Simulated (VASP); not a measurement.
# Hf (P6_3/mmc) in VASP: a series of runs

Aim: see how the results for Hf move with the level of theory and the settings. Levels: r2SCAN, PBEsol. Tasks: equation of state.

Everything below comes from runs of VASP 6.6.1. Logs are shortened: lines on timing, memory, paths and dates and some standing lists are left out, and cuts for length are marked.

### Step 1. The crystal as given

The structure is hexagonal, space group P6_3/mmc (No. 194). Conventional cell: a = 3.197 Å, b = 3.197 Å, c = 5.058 Å, α = 90.00°, β = 90.00°, γ = 120.00°. Hf (site symmetry -6m2) is surrounded by 12 Hf at 3.13 to 3.20 Å.

### Step 2. Equation of state, r2SCAN

Input file run.py:

```python
from ase import Atoms
from ase.calculators.vasp import Vasp
from ase.eos import EquationOfState
from ase.io import Trajectory
from ase.units import GPa

atoms = Atoms(
    ['Hf', 'Hf'],
    cell=[[3.1967, 0.0, 0.0], [-1.59835, 2.7684234083, 0.0], [0.0, 0.0, 5.0578]],
    scaled_positions=[[0.6666666667, 0.3333333333, 0.75], [0.3333333333, 0.6666666667, 0.25]],
    pbc=True,
)
calc = Vasp(
    directory='calc',
    xc='r2scan',
    pp='PBE',
    setups='recommended',
    prec='Accurate',
    encut=520,
    ediff=1e-06,
    ismear=1,
    sigma=0.1,
    lreal=False,
    lasph=True,
    nelm=100,
    algo='All',
    isif=2,
    lwave=False,
    lcharg=False,
    lmixtau=True,
    kpts=[10, 10, 5],
    gamma=True,
)
atoms.calc = calc
cell = atoms.cell.copy()
volumes, energies = [], []
traj = Trajectory('eos.traj', 'w')
for x in [0.94, 0.96, 0.98, 1.0, 1.02, 1.04, 1.06]:
    atoms.set_cell(cell * x ** (1 / 3), scale_atoms=True)
    volumes.append(atoms.get_volume())
    energies.append(atoms.get_potential_energy())
    traj.write(atoms)
    print(f'{x:5.2f} {volumes[-1]:12.5f} {energies[-1]:14.6f}')

v0, e0, B = EquationOfState(volumes, energies, eos='murnaghan').fit()
print(f'V0 = {v0:.4f} A^3, E0 = {e0:.6f} eV, B = {B / GPa:.2f} GPa')
```

Potentials or basis: VASP PAW PBE potentials, release 64 (Hf_pv).

Run with:

```
$ python run.py
```

Output:

```text
0.94     42.07498     -90.252939
 0.96     42.97019     -90.282258
 0.98     43.86540     -90.296231
 1.00     44.76062     -90.296894
 1.02     45.65583     -90.286183
 1.04     46.55104     -90.264889
 1.06     47.44625     -90.233721
V0 = 44.3712 A^3, E0 = -90.298258 eV, B = 110.02 GPa
```

OUTCAR:

```text
ENCUT = 520.000000
   EDIFF = 1.00e-06
   METAGGA = R2SCAN
   PREC = Accurate
   ISIF = 2
   ISMEAR = 1
   NELM = 100
   LASPH = .TRUE.
   LREAL = .FALSE.

 ion  position               nearest neighbor table
   1  0.667  0.333  0.750-   2 3.19   2 3.19   2 3.19   2 3.19   2 3.19   2 3.19
   2  0.333  0.667  0.250-   1 3.19   1 3.19   1 3.19   1 3.19   1 3.19   1 3.19

  LATTYP: Found a hexagonal cell.
 ALAT       =     3.2593963094
 C/A-ratio  =     1.5821941377

  Lattice vectors:

 A1 = (   3.2593963094,   0.0000000000,   0.0000000000)
 A2 = (  -1.6296981547,   2.8227200050,   0.0000000000)
 A3 = (   0.0000000000,   0.0000000000,   5.1569977332)

Analysis of symmetry for initial positions (statically):
=====================================================================
 Subroutine PRICEL returns:
 Original cell was already a primitive cell.

 Routine SETGRP: Setting up the symmetry group for a
 hexagonal supercell.

 Subroutine GETGRP returns: Found 24 space group operations
 (whereof 12 operations were pure point group operations)
 out of a pool of 24 trial point group operations.

The static configuration has the point symmetry D_3d.
 The point group associated with its full space group is D_6h.

Analysis of symmetry for dynamics (positions and initial velocities):
=====================================================================
 Subroutine PRICEL returns:
 Original cell was already a primitive cell.

 Routine SETGRP: Setting up the symmetry group for a
 hexagonal supercell.

 Subroutine GETGRP returns: Found 24 space group operations
 (whereof 12 operations were pure point group operations)
 out of a pool of 24 trial point group operations.

The dynamic configuration has the point symmetry D_3d.
 The point group associated with its full space group is D_6h.

 Subroutine INISYM returns: Found 24 space group operations
 (whereof 12 operations are pure point group operations),
 and found     1 'primitive' translations

----------------------------------------------------------------------------------------

                                     Primitive cell

  volume of cell :      47.4463

  direct lattice vectors                    reciprocal lattice vectors
     3.259396309  0.000000000  0.000000000     0.306805281  0.177134111  0.000000000
    -1.629698155  2.822720005  0.000000000     0.000000000  0.354268223  0.000000000
     0.000000000  0.000000000  5.156997733     0.000000000  0.000000000  0.193911274

  length of vectors
     3.259396309  3.259396309  5.156997733     0.354268223  0.354268223  0.193911274

  position of ions in fractional coordinates (direct lattice)
     0.666666667  0.333333333  0.750000000
     0.333333333  0.666666667  0.250000000

  ion indices of the primitive-cell ions
   primitive index   ion index
                 1           1
                 2           2

----------------------------------------------------------------------------------------

 KPOINTS: KPOINTS created by Atomic Simulation Env

Automatic generation of k-mesh.
 Grid dimensions read from file:
 generate k-points for:   10   10    5

 Generating k-lattice:

[... 43 lines left out ...]
   k-points           NKPTS =     42   k-points in BZ     NKDIM =     42   number of bands    NBANDS=     14
   number of dos      NEDOS =    301   number of ions     NIONS =      2
   total plane-waves  NPLWV =  23040
   dimension x,y,z NGX =    24 NGY =   24 NGZ =   40
   dimension x,y,z NGXF=    48 NGYF=   48 NGZF=   80
   ions per type =               2
   NGX,Y,Z   is equivalent  to a cutoff of  12.24, 12.24, 12.89 a.u.
   NGXF,Y,Z  is equivalent  to a cutoff of  24.48, 24.48, 25.79 a.u.
 SYSTEM =  unknown system
   PREC   = accura    normal or accurate (medium, high low for compatibility)
   ISTART =      0    job   : 0-new  1-cont  2-samecut
   ICHARG =      2    charge: 1-file 2-atom 10-const
   ISPIN  =      1    spin polarized calculation?
   LNONCOLLINEAR =      F non collinear calculations
   LSORBIT =      F    spin-orbit coupling
   LASPH  =      T    aspherical Exc in radial PAW
   ENCUT  =  520.0 eV  38.22 Ry    6.18 a.u.   6.06  6.06  9.59*2*pi/ulx,y,z
   NELM   =    100;   NELMIN=  2; NELMDL=  0     # of ELM steps
   EDIFF  = 0.1E-05   stopping-criterion for ELM
   LREAL  =      F    real-space projection
   EDIFFG = 0.1E-04   stopping-criterion for IOM
   NSW    =      0    number of steps for IOM
   IBRION =     -1    ionic relax: 0-MD 1-quasi-New 2-CG
   NFREE  =      0    steps in history (QN), initial steepest desc. (CG)
   ISIF   =      2    stress and relaxation
   ISYM   =      2    0-nonsym 1-usesym 2-fastsym
   POTIM  = 0.5000    time-step for ionic-motion
   TEBEG  =    0.0;   TEEND  =   0.0 temperature during run
   PSTRESS=    0.0 pullay stress
   NELECT =      20.0000    total number of electrons
   NUPDOWN=      -1.0000    fix difference up-down
   EMIN   =  10.00;   EMAX   =-10.00  energy-range for DOS
   EFERMI =   0.00;   METHOD = LEGACY
   ISMEAR =     1;   SIGMA  =   0.10  broadening in eV -4-tet -1-fermi 0-gaus
   EFERMI_NEDOS =   21; number of points for ismear=-14 and -15
   IALGO  =     58    algorithm
   IMIX   =      4    mixing-type and parameters
     AMIX     =   0.40;   BMIX     =  1.00
     AMIX_MAG =   1.60;   BMIX_MAG =  1.00
  volume/ion in A,a.u.               =      23.72       160.09
  Fermi-wavevector in a.u.,A,eV,Ry     =   1.227489  2.319617 20.500288  1.506729
  Thomas-Fermi vector in A             =   2.362450
   LORBIT       =      0    0 simple, 1 ext, 2 COOP (PROOUT), +10 PAW based schemes
   METAGGA = R2SCAN    functional components
   LHFCALC =     F    Hartree Fock is set to
   AEXX    =    0.0000 exact exchange contribution
   IVDW    =     0    specifies the selected vdW correction
   LEPSILON=     F    determine dielectric tensor
   LRPA    =     F    only Hartree local field effects (RPA)
 non-spin polarized calculation
 Methfessel and Paxton  Order N= 1 SIGMA  =   0.10
  energy-cutoff  :      520.00
  volume of cell :       47.45
 maximum number of plane-waves:      1296
   NGX = 13   NGY = 13   NGZ = 19

 number of electron      19.9999999 magnetization

 Free energy of the ion-electron system (eV)
  ---------------------------------------------------
  ext. energy  EPLUGINS =         0.00000000
  ---------------------------------------------------
  free energy    TOTEN  =       -90.23349066 eV

  energy without entropy =      -90.23418084  energy(sigma->0) =      -90.23372072

 E-fermi :   4.4242     XC(G=0): -11.8644

 val. band max:        4.3908366286   @ k =   0.4000   0.2000   0.4000
 cond. band min:       4.4698938541   @ k =   0.1000   0.1000   0.0000
 fundamental gap:      0.0790572255
 Fermi energy:         4.4241773103

 k-point     1 :       0.0000    0.0000    0.0000
  band No.  band energies     occupation
      1     -27.8842      2.00000
      2     -27.2552      2.00000
      3     -27.2552      2.00000
      4     -27.1515      2.00000
      5     -27.1482      2.00000
      6     -27.1482      2.00000
      7      -3.1172      2.00000
      8       0.7689      2.00000
      9       4.6444     -0.00790
     10       5.7466     -0.00000
     11       5.7466     -0.00000
     12       6.0195     -0.00000
     13       6.5484      0.00000
     14       6.5572      0.00000
[... 377 lines left out ...]
      1     -27.7606      2.00000
      2     -27.6532      2.00000
      3     -27.4969      2.00000
      4     -27.3976      2.00000
      5     -27.3170      2.00000
      6     -27.2582      2.00000
      7       0.9692      2.00000
      8       1.9897      2.00000
      9       2.7614      2.00000
     10       3.2540      2.00000
     11       5.1729     -0.00000
     12       5.3184     -0.00000
     13       6.1179     -0.00000
     14       9.1958      0.00000

 [... further k-points ...]

------------------------ aborting loop because EDIFF is reached ----------------------------------------

  FORCE on cell =-STRESS in cart. coord.  units (eV):
  Direction    XX          YY          ZZ          XY          YZ          ZX
  --------------------------------------------------------------------------------------
  -------------------------------------------------------------------------------------
  Total       -1.8562081     -1.8562081     -2.0037021      0.0000000     -0.0000000      0.0000000
  in kB      -62.6809148    -62.6809148    -67.6615312      0.0000000     -0.0000000      0.0000000
  external PRESSURE =     -64.3411203 kB  Pullay stress =       0.0000000 kB

 VOLUME and BASIS-vectors are now :
 -----------------------------------------------------------------------------
  energy-cutoff  :      520.00
  volume of cell :       47.45
      direct lattice vectors                 reciprocal lattice vectors
     3.259396309  0.000000000  0.000000000     0.306805281  0.177134111  0.000000000
    -1.629698155  2.822720005  0.000000000     0.000000000  0.354268223  0.000000000
     0.000000000  0.000000000  5.156997733     0.000000000  0.000000000  0.193911274

 POSITION                                       TOTAL-FORCE (eV/Angst)
 -----------------------------------------------------------------------------------
      1.62970      0.94091      3.86775         0.000000      0.000000      0.000000
     -0.00000      1.88181      1.28925        -0.000000     -0.000000      0.000000
 -----------------------------------------------------------------------------------
    total drift:                               -0.000000      0.000000     -0.000000

  FREE ENERGIE OF THE ION-ELECTRON SYSTEM (eV)
  ---------------------------------------------------
  free  energy   TOTEN  =       -90.2334906627 eV

  energy  without entropy=      -90.2341803600  energy(sigma->0) =      -90.23372056
```

INCAR:

```text
ENCUT = 520.000000
SIGMA = 0.100000
EDIFF = 1.00e-06
ALGO = All
METAGGA = R2SCAN
PREC = Accurate
ISIF = 2
ISMEAR = 1
NELM = 100
LASPH = .TRUE.
LCHARG = .FALSE.
LWAVE = .FALSE.
LMIXTAU = .TRUE.
LREAL = .FALSE.
```

It took 23 min on 1 thread of AMD EPYC 7R43 (Zen 3), shared host; peak memory 0.16 GiB.

What came out:

- Equilibrium volume: 22.19 Å³/atom
- Bulk modulus at fixed shape and positions: 110 GPa
- Pressure derivative of the bulk modulus: 4.7 (rough: it moves with the points fitted)

Energy against volume, from the lowest point:
```
volume (Å³/atom)  energy (meV/atom)
          21.037              21.98
          21.485               7.32
          21.933               0.33
          22.380               0.00
          22.828               5.36
          23.276              16.00
          23.723              31.59
```

Caveat: the cell was scaled at fixed shape and fractional positions, which overstates the stiffness of a crystal with free parameters, most of all of layers and chains; the PAW data sets were made with another functional, which shifts forces and pressure a little.

### Step 3. Equation of state, PBEsol, 20.64 Å³/atom (a relaxed cell with its volume scaled by 0.96)

Input file INCAR:

```
SYSTEM = Hf
ALGO     = Normal         ! electronic algorithm
EDIFF    = 1E-7           ! SCF threshold, eV
ENCUT    = 520            ! plane-wave cutoff, eV
GGA      = PS             ! functional
ISIF     = 2              ! what is computed and relaxed
ISMEAR   = -1             ! smearing method
LASPH    = .True.         ! aspherical terms in the spheres
LCHARG   = .False.        ! write CHGCAR
LREAL    = .False.        ! projectors in reciprocal space
LWAVE    = .False.        ! write WAVECAR
NELM     = 60             ! most SCF steps
PREC     = Accurate       ! precision mode
SIGMA    = 0.05           ! smearing width, eV
```

Input file KPOINTS:

```
k-points
0
Gamma
  8 8 4
  0 0 0
```

Input file POSCAR:

```
Hf                                      
1.0
    3.1132877506      0.0000000000      0.0000000000
   -1.5566438753      2.6961862813     -0.0000000000
   -0.0000000000     -0.0000000000      4.9175950004
  Hf            
     2
Direct
     0.6666666667000030    0.3333333332999970    0.7500000000000000
     0.3333333332999970    0.6666666667000030    0.2500000000000000
```

Potentials or basis: VASP PAW PBE potentials, release 64 (Hf_pv).

Run with:

```
$ cat potpaw_PBE.64/Hf_pv/POTCAR > POTCAR
$ mpirun -np 1 vasp_std > vasp.out
```

Wall time 16 s (1 thread of Intel Xeon Platinum 8259CL at 2.50GHz (Skylake/Cascade Lake), shared host); peak memory 0.16 GiB.

The run converged. Its results:

| Item | Value |
| --- | --- |
| Free energy | -21.0005 eV |
| Pressure | 5.2 GPa |
| Band gap on the k mesh | none (metal or under the smearing width) |

Caveat: the PAW data sets were made with another functional, which shifts forces and pressure a little.

### Step 4. Equation of state, PBEsol, 21.07 Å³/atom (a relaxed cell with its volume scaled by 0.98)

INCAR is that of step 3.

KPOINTS is that of step 3.

Input file POSCAR:

```
Hf                                      
1.0
    3.1347593791      0.0000000000      0.0000000000
   -1.5673796896      2.7147812571     -0.0000000000
   -0.0000000000     -0.0000000000      4.9515105204
  Hf            
     2
Direct
     0.6666666667000030    0.3333333332999970    0.7500000000000000
     0.3333333332999970    0.6666666667000030    0.2500000000000000
```

Run with:

```
$ cat potpaw_PBE.64/Hf_pv/POTCAR > POTCAR
$ mpirun -np 1 vasp_std > vasp.out
```

Wall time 16 s (1 thread of Intel Xeon Platinum 8259CL at 2.50GHz (Skylake/Cascade Lake), shared host); peak memory 0.16 GiB.

Results (log left out):

```yaml
Free_energy: -21.0212 eV
Pressure: 2.5 GPa
Band_gap_on_the_k_mesh: none (metal or under the smearing width)
```

Caveat: the PAW data sets were made with another functional, which shifts forces and pressure a little.

### Step 5. Equation of state, PBEsol, 21.50 Å³/atom

INCAR is that of step 4.

KPOINTS is that of step 4.

Input file POSCAR:

```
Hf                                      
1.0
    3.1559408282      0.0000000000      0.0000000000
   -1.5779704141      2.7331249301     -0.0000000000
   -0.0000000000     -0.0000000000      4.9849676875
  Hf            
     2
Direct
     0.6666666667000030    0.3333333332999970    0.7500000000000000
     0.3333333332999970    0.6666666667000030    0.2500000000000000
```

Run with:

```
$ cat potpaw_PBE.64/Hf_pv/POTCAR > POTCAR
$ mpirun -np 1 vasp_std > vasp.out
```

It took 16 s on 1 thread of Intel Xeon Platinum 8259CL at 2.50GHz (Skylake/Cascade Lake), shared host; peak memory 0.16 GiB.

Results (log left out):

* Free energy: -21.0279 eV
* Pressure: 0.0 GPa
* Band gap on the k mesh: none (metal or under the smearing width)

Caveat: the PAW data sets were made with another functional, which shifts forces and pressure a little.

### Step 6. Equation of state, PBEsol, 21.93 Å³/atom (a relaxed cell with its volume scaled by 1.02)

INCAR is that of step 5.

KPOINTS is that of step 5.

Input file POSCAR:

```
Hf                                      
1.0
    3.1768417077      0.0000000000      0.0000000000
   -1.5884208539      2.7512256227     -0.0000000000
   -0.0000000000     -0.0000000000      5.0179816807
  Hf            
     2
Direct
     0.6666666667000030    0.3333333332999970    0.7500000000000000
     0.3333333332999970    0.6666666667000030    0.2500000000000000
```

Potentials or basis: VASP PAW PBE potentials, release 64 (Hf_pv).

Run with:

```
$ cat potpaw_PBE.64/Hf_pv/POTCAR > POTCAR
$ mpirun -np 1 vasp_std > vasp.out
```

Wall time 17 s (1 thread of Intel Xeon Platinum 8259CL at 2.50GHz (Skylake/Cascade Lake), shared host); peak memory 0.16 GiB.

It converged, with:

```yaml
Free_energy: -21.0219 eV
Pressure: -2.2 GPa
Band_gap_on_the_k_mesh: none (metal or under the smearing width)
```

Caveat: the PAW data sets were made with another functional, which shifts forces and pressure a little.

### Step 7. Equation of state, PBEsol, 22.36 Å³/atom (a relaxed cell with its volume scaled by 1.04)

INCAR is that of step 6.

KPOINTS is that of step 6.

Input file POSCAR:

```
Hf                                      
1.0
    3.1974711280      0.0000000000      0.0000000000
   -1.5987355640      2.7690912248     -0.0000000000
   -0.0000000000     -0.0000000000      5.0505668903
  Hf            
     2
Direct
     0.6666666667000030    0.3333333332999970    0.7500000000000000
     0.3333333332999970    0.6666666667000030    0.2500000000000000
```

Run with:

```
$ cat potpaw_PBE.64/Hf_pv/POTCAR > POTCAR
$ mpirun -np 1 vasp_std > vasp.out
```

Wall time 19 s (1 thread of Intel Xeon Platinum 8259CL at 2.50GHz (Skylake/Cascade Lake), shared host); peak memory 0.16 GiB.

Results (log left out):

* Free energy: -21.0044 eV
* Pressure: -4.3 GPa
* Band gap on the k mesh: none (metal or under the smearing width)

Caveat: the PAW data sets were made with another functional, which shifts forces and pressure a little.

### Step 8. Equation of state, PBEsol

This run uses another cell than the first one, of 21.50 Å³/atom, 0.961 times its volume.

Potentials or basis: VASP PAW PBE potentials, release 64 (Hf_pv).

This step only gathers the single runs of the series.

Results:

| Quantity | Value |
| --- | --- |
| Equilibrium volume | 21.51 Å³/atom |
| Bulk modulus at fixed shape and positions | 118 GPa |
| Pressure derivative of the bulk modulus | 3.8 (rough: it moves with the points fitted) |

Energy against volume, from the lowest point:
```
volume (Å³/atom)  energy (meV/atom)
          20.639              13.70
          21.069               3.36
          21.499               0.00
          21.929               2.98
          22.359              11.72
```

Caveat: the cell was scaled at fixed shape and fractional positions, which overstates the stiffness of a crystal with free parameters, most of all of layers and chains; the PAW data sets were made with another functional, which shifts forces and pressure a little. Spin-orbit coupling is left out, which matters for the levels of Hf.

### Step 9. The reference run

An earlier run on the cell as given: functional PBE; potentials or basis VASP PAW PBE potentials, release 64 (Hf_pv); cutoff 520 eV; k mesh 10 × 10 × 5; occupations fermi-dirac, width 0.05 eV; no spin polarisation.

- Pressure: 0.2 GPa
- Band gap on the k mesh: none (metal or under the smearing width)

### Step 10. Summary

| task | level | cell | k mesh | smearing | ladder | other keys | V0 of scaled cells (Å³/atom) | B0 (GPa) |
| --- | --- | --- | --- | --- | --- | --- | --- | --- |
| equation of state | r2SCAN | P6_3/mmc, 22.38 Å³/atom | 10 × 10 × 5 | methfessel-paxton 0.1 eV | - | ALGO = All | 22.19 | 110 |
| equation of state | PBEsol | P6_3/mmc, 21.5 Å³/atom | 8 × 8 × 4 | fermi-dirac 0.05 eV | gaps | - | 21.51 | 118 |
| single point | PBE | P6_3/mmc, 22.38 Å³/atom | 10 × 10 × 5 | fermi-dirac 0.05 eV | - | - | - | - |

Alike in all rows: potentials or basis VASP PAW PBE potentials, release 64 (Hf_pv); no spin polarisation; cutoff (eV) 520.

Caveats: the cell was scaled at fixed shape and fractional positions, which overstates the stiffness of a crystal with free parameters, most of all of layers and chains (some runs); the PAW data sets were made with another functional, which shifts forces and pressure a little (some runs).

Total energies depend on the potentials used, so only differences within one code and one set of settings carry meaning.
